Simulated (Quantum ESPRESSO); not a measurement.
## BN in Quantum ESPRESSO: the effect of functional

Crystal: BN.

```
CELL_PARAMETERS angstrom
0.00000 1.81300 1.81300
1.81300 0.00000 1.81300
1.81300 1.81300 0.00000
ATOMIC_POSITIONS crystal
N 0.25000 0.25000 0.25000
B 0.00000 0.00000 0.00000
```

The cell is a database's computed one.

Alike in all runs:

```yaml
Program: Quantum ESPRESSO 7.5
Task: band structure
Potentials_or_basis: SG15 PBE 1.2
Cutoff: 1197 eV
Density_cutoff: 4789 eV
k_mesh: 10 × 10 × 10
Occupations: fermi-dirac, width 0.05 eV
Spin: no spin polarisation
```

```csv
functional,gap on the mesh (eV),pressure (GPa)
r2SCAN,?,?
SCAN,4.93,-6.2
revTPSS,4.44,-2.0
TPSS,4.58,-0.9
```

What does the run with functional r2SCAN give?

gap on the mesh 4.97 eV; pressure -5.5 GPa.

Caveats: the potentials were made for another functional, which shifts forces and pressure.

Runs at the PBE level aren't shown here.
